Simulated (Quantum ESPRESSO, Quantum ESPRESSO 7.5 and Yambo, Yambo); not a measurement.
**Beyond one shot: BN (Qingsongite)**

Aim: iterate the self-energy on BN (Qingsongite) and follow the gap from cycle to cycle.

Calculated with Quantum ESPRESSO 7.5 and Yambo 5.3.0; PBE and many-body steps on it, plane waves.

## 1. The starting structure

The structure is cubic, space group F-43m (No. 216). The conventional cell has a = 3.615 Å, b = 3.615 Å, c = 3.615 Å, α = 90.00°, β = 90.00°, γ = 90.00°. B has 4 N at 1.57 Å nearest. N has 4 B at 1.57 Å nearest. Farther neighbours and most contacts between anions are not listed.

The cell and positions come from the Crystallography Open Database and are kept as given unless a step says otherwise.

## 2. Empty states on the mesh, 6×6×6 mesh, 30 bands

This step: Quantum ESPRESSO 7.5; DFT, PBE, plane waves, norm-conserving pseudopotentials.

The sums over transitions need many empty states on a uniform mesh; this step solves for them.

Input file pw.in:

```
&control
  calculation = 'nscf'
  prefix = 'x'
  outdir = 'o'
  pseudo_dir = 'pseudo'
/
&system
  ibrav = 0
  nat = 2
  ntyp = 2
  ecutwfc = 72.0
  nbnd = 30
  force_symmorphic = .true.
/
&electrons
  conv_thr = 1e-9
  electron_maxstep = 80
  diago_full_acc = .true.
  diago_thr_init = 5e-6
/
ATOMIC_SPECIES
  B 10.81 B.upf
  N 14.007 N.upf
CELL_PARAMETERS angstrom
  -0.0000000000 1.8075000000 1.8075000000
  1.8075000000 0.0000000000 1.8075000000
  1.8075000000 1.8075000000 -0.0000000000
ATOMIC_POSITIONS crystal
  B 0.0000000000 0.0000000000 0.0000000000
  N 0.2500000000 0.2500000000 0.2500000000
K_POINTS automatic
  6 6 6 0 0 0
```

Run with:

```bash
$ OMP_NUM_THREADS=1 mpirun -n 4 pw.x -nk 4 -in pw.in > pw.out
```

The log of the run:

```text
Program PWSCF v.7.5 starts

     This program is part of the open-source Quantum ESPRESSO suite
     for quantum simulation of materials; please cite
         "P. Giannozzi et al., J. Phys.:Condens. Matter 21 395502 (2009);
         "P. Giannozzi et al., J. Phys.:Condens. Matter 29 465901 (2017);
         "P. Giannozzi et al., J. Chem. Phys. 152 154105 (2020);
     in publications or presentations arising from this work. More details at

     Atomic positions and unit cell read from directory:
     o/x.save/

     Message from routine setup:
[...]
k = 0.2357 0.2357-0.2357 (   823 PWs)   bands (ev):

[...]
34.4137  35.7433  35.7433  38.7731  50.7462  50.7462  55.5701  56.3434
    56.3434  61.3732  69.0690  69.0690  75.6887  79.8184  79.8184  86.0645
    86.0645  88.0369  89.0254  89.1132  89.1132  92.4284

          k =-0.3536-0.3536 0.3536 (   832 PWs)   bands (ev):

     [... further k-points ...]

     highest occupied, lowest unoccupied level (ev):    11.1555   15.6904

     XML data file, pseudopotentials, collected wavefunctions

=------------------------------------------------------------------------------=
   JOB DONE.
=------------------------------------------------------------------------------=
```

Wall time 1.4 s (4 MPI ranks of Arm Neoverse V1, shared host); peak memory 0.05 GiB; 5.1 s of CPU time.

Numbers from this step:

```
gap                                                           : 4.535 eV
k of the valence top                                          : 0, 0, 0
k of the conduction bottom                                    : 0, -0.5, -0.5
least direct gap                                              : 8.878 eV
k points computed                                             : 16
lowest point of the top converged band, above the valence top : 80.1643 eV
```

On this mesh the gap is 4.535 eV.

The density comes from a self-consistent run that is not shown.

## 3. Conversion and set-up

This step: Yambo 5.3.0; conversion and set-up on PBE, plane waves, norm-conserving pseudopotentials.

The states are converted to the many-body program's format and the q mesh is built.

Run with:

```bash
$ (cd o/x.save; p2y > p2y.log; mv SAVE ../..); yambo > setup.log
```

The log of the run:

```text
 Yambo, version 5.3.0

 [02] CORE Variables Setup
 =========================

  [02.01] Unit cells
  ==================

  Cell kind             :  FCC
  Atoms in the cell     :  B  N
  number of B  atoms    :  1
  number of N  atoms    :  1

  List of atomic masses
  Mass of B     :  10.81000
  Mass of N     :  14.00700

  List of atomic coordinates    : [cc]
  B1       :  0.000000  0.000000  0.000000  order 1
  N1       :  1.707840  1.707840  1.707840  order 2

  Alat factors          :  3.415680  3.415680  3.415680 [a.u.]
  Direct lattice volume :  79.70059 [a.u.]
[...]
Q [ 1]         [rlu]:  0.000000  0.000000  0.000000
 Q [ 2]         [rlu]:  0.14683E-18  0.14683E-18  0.16667
 Q [ 3]         [rlu]: -0.21279E-17 -0.21279E-17  0.33333
[...]
Q [ 8]         [rlu]:  0.44825E-16  0.16667     -0.33333
 Q [ 9]         [rlu]:  0.21279E-17  0.16667     -0.16667
 Q [10]         [rlu]: -0.33909E-16  0.33333      0.33333
     [... 4 further rows ...]
 Q [15]         [rlu]:  0.166667  0.333333 -0.333333
 Q [16]         [rlu]:  0.166667 -0.500000 -0.333333

  [03.01] X indexes
  =================

   [03.01.01] Sigma indexes
   ========================

 [06] Game Over & Game summary
```

Wall time 1.8 s (1 MPI rank); peak memory 0.23 GiB.

## 4. G0W0

Now the one-shot GW correction: screening in the RPA, then the self-energy of the levels asked for.

This step: G0W0 on PBE, plane waves, norm-conserving pseudopotentials.

Input file gw1.in:

```
HF_and_locXC
gw0
dyson
ppa
em1d
rim_cut
RandQpts= 1000000
RandGvec= 1 RL
EXXRLvcs= 72 Ry
VXCRLvcs= 288 Ry
Chimod= "HARTREE"
% BndsRnXp
 1 | 30 |
%
NGsBlkXp= 9.5 Ry
% LongDrXp
 1 | 1 | 1 |
%
% GbndRnge
 1 | 30 |
%
DysSolver= "n"
ExtendOut
PPAPntXp= 27.21138 eV
% QPkrange
 1 | 16 | 2 | 8 |
%
```

Run with:

```bash
$ OMP_NUM_THREADS=1 mpirun -n 4 yambo -F gw1.in -J gw1 -C gw1 > gw1.log
```

The log of the run:

```text
 Yambo, version 5.3.0

 [02] CORE Variables Setup
 =========================

  [... cell, symmetries and grids as in the set-up ...]

  [02.05] Energies & Occupations
  ==============================

  [X] === General ===
  [X] Electronic Temperature                        :  0.000000  0.000000 [eV K]
  [X] Bosonic    Temperature                        :  0.000000  0.000000 [eV K]
  [X] Finite Temperature mode                       : no
  [X] El. density                                   :  0.67737E+24 [cm-3]
  [X] Fermi Level                                   :  11.15554 [eV]

  [X] === Gaps and Widths ===
  [X] Conduction Band Min                           :  4.534823 [eV]
  [X] Valence Band Max                              :  0.000000 [eV]
  [X] Filled Bands                                  :   4
  [X] Empty Bands                                   :   5  30
  [X] Direct Gap                                    :  8.878135 [eV]
  [X] Direct Gap localized at k                     :  1
  [X] Indirect Gap                                  :  4.534823 [eV]
  [X] Indirect Gap between kpts                     :   1  13
  [X] Last valence band width                       :  6.145336 [eV]
  [X] 1st conduction band width                     :  5.828507 [eV]

 [03] Transferred momenta grid and indexing
 ==========================================

 IBZ Q-points                                      :  16
 BZ  Q-points                                      :  216

 K/Q-points units:
 rlu = crystal or reduced units; cc = cartesian coordinates; iku = interal k-units

 Q [ 1]         [rlu]:  0.000000  0.000000  0.000000
 Q [ 2]         [rlu]:  0.14683E-18  0.14683E-18  0.16667
 Q [ 3]         [rlu]: -0.21279E-17 -0.21279E-17  0.33333
 Q [ 4]         [rlu]: -0.10686E-16 -0.10686E-16 -0.50000
 Q [ 5]         [rlu]: -0.16955E-16  0.16667      0.16667
 Q [ 6]         [rlu]:  0.14683E-18  0.16667      0.33333
 Q [ 7]         [rlu]:  0.53383E-16  0.16667      0.50000
 Q [ 8]         [rlu]:  0.44825E-16  0.16667     -0.33333
 Q [ 9]         [rlu]:  0.21279E-17  0.16667     -0.16667
 Q [10]         [rlu]: -0.33909E-16  0.33333      0.33333
     [... 4 further rows ...]
 Q [15]         [rlu]:  0.166667  0.333333 -0.333333
 Q [16]         [rlu]:  0.166667 -0.500000 -0.333333

 [04] Coloumb potential Random Integration (RIM)
 ===============================================

  [04.01] RIM initialization
  ==========================

  * Diagonal components only detected *

  8 x (sBL volume)        :  0.115269 [a.u.]
  sBZ random points       :  1000000
  Points outside the sBZ  :   7996195
  RL volume               :  3.112276 [a.u.]
  Integrated volume       :  3.113757 [a.u.]

  [04.02] RIM integrals
  =====================

  Gamma point sphere radius             :  0.088279 [a.u.]
  Points outside the sphere             :   799659
  [Int_sBZ(q=0) 1/q^2]*(Vol_sBZ)^(-1/3) =:  7.764404
                                 should be <:  7.795600

  Summary of Coulomb integrals for non-metallic bands |Q|[au] RIM/Bare

  Q [1] 0.100000E-4 0.995998 * Q [2] 0.265511 1.064860
  Q [5] 0.306585 1.063764 * Q [9] 0.433577 1.026684
  Q [6] 0.508414 1.019317 * Q [3] 0.531021 1.016823
  Q [10] 0.613171 1.013626 * Q [8] 0.668187 1.011243
  Q [14] 0.685546 1.010640 * Q [7] 0.750978 1.008721
  Q [4] 0.796532 1.007966 * Q [11] 0.796532 1.007972
  Q [12] 0.867154 1.006889 * Q [15] 0.906892 1.006422
  Q [13] 0.919756 1.006154 * Q [16] 0.969508 1.005566

 [05] Dipoles
 ============

  [05.01] Setup: observables and procedures
  =========================================

 [06] Dynamic Dielectric Matrix (PPA)
 ====================================

 [WR./gw1//ndb.pp]---------------------------------------------------------------
  Brillouin Zone Q/K grids (IBZ/BZ)                :   16  216   16  216
  RL vectors                                       :  1211 [WF]
  Coulomb cutoff potential                         : none
  Electronic Temperature                           :  0.000000 [K]
[...]
X band range                                     :   1  30
  X e/h energy range                               : -1.000000 -1.000000 [eV]
  X Time ordering                                  : R
  X Hxc Kernel                                     : HARTREE
  X Drude frequency                                :  0.000000  0.000000
  X poles                                          :  100.0000 [o/o]
  RL vectors in the sum                            :  1211
  [r,Vnl] included                                 : yes
  Field direction                                  :  0.577350E-5  0.577350E-5  0.577350E-5
  BZ energy Double Grid                            : no
  BZ energy DbGd points                            : 0
  BZ Q point size factor                           : -1.000000
  X Optical Averaged directions                    : none

 [07] Local Exchange-Correlation + Non-Local Fock
 ================================================

 [VXC] Plane waves :   6615
 [EXS] Plane waves :   893

 QP @ state[ 1 ] K range:   1  16
 QP @ state[ 1 ] b range:   2   8

 [xc] Functional : Perdew, Burke & Ernzerhof(X)+Perdew, Burke & Ernzerhof(C)
 [xc] LIBXC used to calculate xc functional
  PP Number of Atomic Species                      :  2
  NLCC RL compoments                               :   6615
  PP Number of Atomic Species                      :  2
  NLCC RL compoments                               :   6615

 [xc] E_xc :  -3.729117 [Ha]
      E_xc :  -7.458233 [Ry]

  Local XC kind (lXC) : Perdew, Burke & Ernzerhof(X)+Perdew, Burke & Ernzerhof(C)
  Non-Local XC kind (nlXC) : Hartree-Fock

  Corrections @ K [1] :  [eV]
 <2|nlXC|2> = -21.98564  0.15340E-16 <2|lXC|2> = -18.52042  0.94408E-16
 <3|nlXC|3> = -21.98564 -0.75958E-18 <3|lXC|3> = -18.52042 -0.94408E-16
 <4|nlXC|4> = -21.98563 -0.76468E-17 <4|lXC|4> = -18.52042  0.18882E-15
 <5|nlXC|5> = -7.169138  0.23827E-18 <5|lXC|5> = -13.77758  0.18882E-15
 <6|nlXC|6> = -7.169037  0.25602E-18 <6|lXC|6> = -13.77758  0.23602E-15
 <7|nlXC|7> = -7.169029  0.10213E-17 <7|lXC|7> = -13.77757  0.000000
[...]
Corrections @ K [2] :  [eV]
[...]
Corrections @ K [3] :  [eV]
[...]
Corrections @ K [4] :  [eV]
[...]
Corrections @ K [5] :  [eV]
[...]
[... 10 further k-points ...]
  Corrections @ K [16] :  [eV]
[...]
<6|nlXC|6> = -6.813989  0.13585E-17 <6|lXC|6> = -13.58790  0.94408E-16
 <7|nlXC|7> = -6.641985  0.28704E-17 <7|lXC|7> = -15.25128 -0.88508E-17
 <8|nlXC|8> = -6.655910 -0.12413E-17 <8|lXC|8> = -15.63395  0.47204E-16

  [07.01] Hartree-Fock occupations report
  =======================================

  [Hartree-Fock] === General ===
  [Hartree-Fock] Electronic Temperature             :  0.000000  0.000000 [eV K]
  [Hartree-Fock] Bosonic    Temperature             :  0.000000  0.000000 [eV K]
  [Hartree-Fock] Finite Temperature mode            : no
  [Hartree-Fock] El. density                        :  0.67737E+24 [cm-3]
  [Hartree-Fock] Fermi Level                        :  11.15554 [eV]

  [Hartree-Fock] === Gaps and Widths ===
  [Hartree-Fock] Conduction Band Min                :  9.694048 [eV]
  [Hartree-Fock] Valence Band Max                   : -3.465206 [eV]
  [Hartree-Fock] Filled Bands                       :   4
  [Hartree-Fock] Empty Bands                        :   5  30
  [Hartree-Fock] Direct Gap                         :  18.95178 [eV]
  [Hartree-Fock] Direct Gap localized at k          :  1
  [Hartree-Fock] Indirect Gap                       :  13.15925 [eV]
  [Hartree-Fock] Indirect Gap between kpts          :   1  13
  [Hartree-Fock] Last valence band width            :  7.898281 [eV]
  [Hartree-Fock] 1st conduction band width          :  7.848591 [eV]

 [08] Dyson equation: Newton solver
 ==================================

  [08.01] G0W0 (W PPA)
  ====================

  [  GW  ] Bands range     :   1  30
  [GW/PPA] G damping       :  0.100000 [eV]

  QP @ state[ 1 ] K range:   1  16
  QP @ state[ 1 ] b range:   2   8

   Sc/G bands                                       :   1  30
   Sc/G damping                                     :  0.100000 ev
   Sc bands terminator                              : no
   Sx RL components                                 :   893

   QP @ state[ 1 ] K range                          :   1  16
   QP @ state[ 1 ] b range                          :   2   8
   GF energies kind                                 : Perdew, Burke & Ernzerhof(X)+Perdew, Burke & Ernzerhof(C)
   GF WF`s kind                                     : Perdew, Burke & Ernzerhof(X)+Perdew, Burke & Ernzerhof(C)
   Xs energies kind                                 : Perdew, Burke & Ernzerhof(X)+Perdew, Burke & Ernzerhof(C)
   Xs WF`s kind                                     : Perdew, Burke & Ernzerhof(X)+Perdew, Burke & Ernzerhof(C)

 [11] Game Over & Game summary
```

It took 47 s on 4 MPI ranks; peak memory 1.2 GiB.

This step gave:

* G0W0 gap on the mesh: 5.872 eV
* starting gap on the mesh: 4.535 eV
* k of the valence top: 0, 0, 0
* k of the conduction bottom: 0, -0.5, -0.5
* least direct G0W0 gap on the computed points: 10.86 eV
* Z at the valence top: 0.8304
* Z at the conduction bottom: 0.8558

The gap on the mesh goes from 4.53 eV to 5.87 eV, a correction of +1.34 eV.

## 5. evGW0, cycle 1

This step: evGW0 on PBE, plane waves, norm-conserving pseudopotentials.

gw2.in, as its differences from gw1.in of step 4:

```diff
@@ -27 +27,2 @@
 %
+GfnQPdb= "E < ./gw1/ndb.QP"
```

Run with:

```bash
$ OMP_NUM_THREADS=1 mpirun -n 4 yambo -F gw2.in -J gw2,gw1_W -C gw2 > gw2.log
```

The log of the run:

```text
 Yambo, version 5.3.0

 [02] CORE Variables Setup
 =========================

  [... cell, symmetries and grids as in the set-up ...]

  [02.05] Energies & Occupations
  ==============================

  [X] === General ===
  [X] Electronic Temperature                        :  0.000000  0.000000 [eV K]
  [X] Bosonic    Temperature                        :  0.000000  0.000000 [eV K]
  [X] Finite Temperature mode                       : no
  [X] El. density                                   :  0.67737E+24 [cm-3]
  [X] Fermi Level                                   :  11.15554 [eV]

  [X] === Gaps and Widths ===
  [X] Conduction Band Min                           :  4.534823 [eV]
  [X] Valence Band Max                              :  0.000000 [eV]
  [X] Filled Bands                                  :   4
  [X] Empty Bands                                   :   5  30
  [X] Direct Gap                                    :  8.878135 [eV]
  [X] Direct Gap localized at k                     :  1
  [X] Indirect Gap                                  :  4.534823 [eV]
  [X] Indirect Gap between kpts                     :   1  13
  [X] Last valence band width                       :  6.145336 [eV]
  [X] 1st conduction band width                     :  5.828507 [eV]

 [03] Transferred momenta grid and indexing
 ==========================================

 IBZ Q-points                                      :  16
 BZ  Q-points                                      :  216

 K/Q-points units:
 rlu = crystal or reduced units; cc = cartesian coordinates; iku = interal k-units

 Q [ 1]         [rlu]:  0.000000  0.000000  0.000000
 Q [ 2]         [rlu]:  0.14683E-18  0.14683E-18  0.16667
 Q [ 3]         [rlu]: -0.21279E-17 -0.21279E-17  0.33333
[...]
[G+QP] Empty Bands                                :   5  30
  [G+QP] Direct Gap                                 :  10.85788 [eV]
  [G+QP] Direct Gap localized at k                  :  1
  [G+QP] Indirect Gap                               :  5.871726 [eV]
  [G+QP] Indirect Gap between kpts                  :   1  13
  [G+QP] Last valence band width                    :  6.810820 [eV]
  [G+QP] 1st conduction band width                  :  6.613805 [eV]

  [coarse-grid] Minimum Bare Gap        [ev]:  4.534823
  [coarse-grid] Minimum Gap Correction  [ev]:  1.336903

  Eqp @ K [ 1]
   -22.5221    -0.513700E-4 -0.580190E-4   0.00000      10.8579      10.8579      10.8579      12.0494
  Eqp @ K [ 2]
  -21.77662  -3.41197  -0.69803  -0.69802  11.19928  11.85538  11.85520  14.36438
  Eqp @ K [ 3]
  -19.70206  -8.76543  -1.75983  -1.75986  11.65299  12.81922  12.81917  16.87042
[...]
Eqp @ K [ 8]
  -18.31224  -9.74279  -4.81237  -2.31527  11.81633  14.00835  13.92513  17.53839
  Eqp @ K [ 9]
  -20.57877  -5.63176  -3.74476  -0.96740  12.48553  12.44975  13.02995  15.55052

 [07] Dipoles
 ============

  [07.01] Setup: observables and procedures
  =========================================

 [08] Dynamic Dielectric Matrix (PPA)
 ====================================

   Sc/G bands                                       :   1  30
   Sc/G damping                                     :  0.100000 ev
   Sc bands terminator                              : no
   Sx RL components                                 :   893

   QP @ state[ 1 ] K range                          :   1  16
   QP @ state[ 1 ] b range                          :   2   8
   GF energies kind                                 : Perdew, Burke & Ernzerhof(X)+Perdew, Burke & Ernzerhof(C)+ E < ./gw1/ndb.QP + @E Fit
   GF WF`s kind                                     : Perdew, Burke & Ernzerhof(X)+Perdew, Burke & Ernzerhof(C)
   Xs energies kind                                 : Perdew, Burke & Ernzerhof(X)+Perdew, Burke & Ernzerhof(C)
   Xs WF`s kind                                     : Perdew, Burke & Ernzerhof(X)+Perdew, Burke & Ernzerhof(C)

 [13] Game Over & Game summary
```

The job ended after 42 s (4 MPI ranks; peak memory 1.2 GiB; 2.8 min of CPU time).

Numbers from this step:

```yaml
quasiparticle_gap_on_the_mesh: 6.034 eV
gap_of_the_density_functional_on_the_mesh: 4.535 eV
k_of_the_valence_top: 0, 0, 0
k_of_the_conduction_bottom: 0, -0.5, -0.5
least_direct_quasiparticle_gap_on_the_computed_points: 11.12 eV
z_at_the_valence_top: 0.8356
z_at_the_conduction_bottom: 0.8663
```

Against G0W0 in Yambo (6×6×6 mesh, 30 bands, screening to 129.3 eV, Godby-Needs plasmon pole), the gap moves by +0.162 eV.

The program's own table gives 6.213 eV, which is too large where the input levels are shifted: this version takes Σc at the unshifted level E₀, yet steps from the shifted one. The value above is the Newton step from E₀, E₀ + Z(Σc + Σx − Vxc), rebuilt from the printed columns.

## 6. evGW0, cycle 2

The corrected levels of the last cycle go back in.

gw3.in, as its differences from gw2.in of step 5:

```diff
@@ -27,2 +27,2 @@
 %
-GfnQPdb= "E < ./gw1/ndb.QP"
+GfnQPdb= "E < ./gw2_fix/ndb.QP"
```

Run with:

```bash
$ OMP_NUM_THREADS=1 mpirun -n 4 yambo -F gw3.in -J gw3,gw1_W -C gw3 > gw3.log
```

The log of the run:

```text
 Yambo, version 5.3.0

 [02] CORE Variables Setup
 =========================

  [... cell, symmetries and grids as in the set-up ...]

  [02.05] Energies & Occupations
  ==============================

  [X] === General ===
  [X] Electronic Temperature                        :  0.000000  0.000000 [eV K]
  [X] Bosonic    Temperature                        :  0.000000  0.000000 [eV K]
  [X] Finite Temperature mode                       : no
  [X] El. density                                   :  0.67737E+24 [cm-3]
[...]
Sx RL components                                 :   893

   QP @ state[ 1 ] K range                          :   1  16
   QP @ state[ 1 ] b range                          :   2   8
   GF energies kind                                 : Perdew, Burke & Ernzerhof(X)+Perdew, Burke & Ernzerhof(C)+ E < ./gw1/ndb.QP + @E Fit+ E < ./gw2_fix/
   GF WF`s kind                                     : Perdew, Burke & Ernzerhof(X)+Perdew, Burke & Ernzerhof(C)
   Xs energies kind                                 : Perdew, Burke & Ernzerhof(X)+Perdew, Burke & Ernzerhof(C)
   Xs WF`s kind                                     : Perdew, Burke & Ernzerhof(X)+Perdew, Burke & Ernzerhof(C)

 [13] Game Over & Game summary
```

The job ended after 42 s (4 MPI ranks; peak memory 1.2 GiB; 2.8 min of CPU time).

This step gave:

```yaml
quasiparticle_gap_on_the_mesh: 6.054 eV
gap_of_the_density_functional_on_the_mesh: 4.535 eV
k_of_the_valence_top: 0, 0, 0
k_of_the_conduction_bottom: 0, -0.5, -0.5
least_direct_quasiparticle_gap_on_the_computed_points: 11.15 eV
```

Against the cycle before, the gap moves by +0.020 eV.

The program's own table gives 6.253 eV, which is too large where the input levels are shifted: this version takes Σc at the unshifted level E₀, yet steps from the shifted one. The value above is the Newton step from E₀, E₀ + Z(Σc + Σx − Vxc), rebuilt from the printed columns.

(Part 1 of 2 ends here.)

[Paths, hosts, dates, memory and timing lines, banners, echoed tables and standing remarks are left out of the program output.]

[Logs are printed without paths, hosts, clocks, repeated set-up lines and the standing remarks that a program may print on its own settings, such as how far it seeks lower states.]

[Runs of the session that timed out or met a known fault of the program may be left out.]

[Hosts, paths, dates, database ids (printed as entryN), source tags and the programs' standing remarks are cut or masked in the printed files.]
